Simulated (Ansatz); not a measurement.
# Ge under compression: one row to predict

The cell was found from a structure generator's guess, not taken from experiment.

Level of theory: DFT PBE, scalar-relativistic, plane waves, PAW in Ansatz 0.2.0. Plane waves to 420 eV, a 6×6×10 mesh through Γ for the 8-atom cell and 0.10 eV Gaussian smearing; no spin polarisation.

```cif
data_structure
_symmetry_space_group_name_H-M 'Cmmm'
_symmetry_Int_Tables_number 65
_cell_length_a 6.8218
_cell_length_b 14.1347
_cell_length_c 4.0688
_cell_angle_alpha 90.000
_cell_angle_beta 90.000
_cell_angle_gamma 90.000
_cell_volume 392.33
loop_
_atom_site_label
_atom_site_type_symbol
_atom_site_symmetry_multiplicity
_atom_site_Wyckoff_symbol
_atom_site_fract_x
_atom_site_fract_y
_atom_site_fract_z
_atom_site_occupancy
Ge1 Ge 8 p 0.31617 0.16770 0.00000 1
Ge2 Ge 8 q 0.31553 0.41110 0.50000 1
```

The cell was set to several volumes, with shape and atoms relaxed at each where symmetry leaves them free. Pressure is positive in compression, and energies count from the lowest row.

```csv
row,V (Å³/atom),P (GPa),ΔE (meV/atom),gap on mesh (eV)
1,21.578,9.77,79.3,0.19
2,22.314,6.64,41.8,0.17
3,23.050,?,?,?
4,23.785,1.85,4.1,0.04
5,24.521,0.00,0.0,0.02
6,25.256,-1.56,3.7,0.00
7,25.992,-2.86,14.0,0.00
8,26.973,-4.28,36.1,0.00
```

Question: Find B = −V·ΔP/ΔV from rows 4 and 6 and from rows 1 and 2, and from the two its slope B′ and its value B0 at zero pressure.

Answer: Rows 4 and 6 give −(23.785 + 25.256)/2 × (-1.56 − (1.85))/(25.256 − 23.785) = 56.8 GPa at a mean pressure of 0.15 GPa. Rows 1 and 2 give −(21.578 + 22.314)/2 × (6.64 − (9.77))/(22.314 − 21.578) = 93.3 GPa at a mean pressure of 8.21 GPa. So B′ = (93.3 − 56.8)/(8.21 − (0.15)) = 4.53 and B0 = 56.8 − 4.53 × (0.15) = 56.1 GPa. A third-order Birch–Murnaghan fit to all the energies gives B0 = 56.4 GPa and B′ = 4.7.

Question: Estimate the pressure and energy of row 3.

Answer: From row 5, V0 = 24.521 × (1 + (0.00)/56.1) = 24.521 Å³/atom. Murnaghan's form P = (B0/B′)·[(V0/V)^B′ − 1] gives (56.1/4.53) × [(24.521/23.050)^4.53 − 1] = 4.01 GPa; the computed pressure is 4.03 GPa, so the estimate is off by -0.02 GPa. The work of compression from row 4, with the mean of the two pressures, gives ΔE = 4.1 + (4.01 + 1.85)/2 × (23.785 − 23.050)/160.2 × 1000 = 17.5 meV/atom (1 eV/Å³ = 160.2 GPa); the computed value is 17.5 meV/atom. Its gap on the mesh is 0.06 eV.

A gap this small is below the smearing, so the run can't tell it from none. All volumes keep the k mesh of the relaxed cell. A later test with randomly moved atoms came back to the same energy, though modes that don't fit the test's cell weren't probed. Another cell of Ge relaxed alike, in P-6m2, lies 43 meV/atom lower, so this cell isn't the stable form at this level.
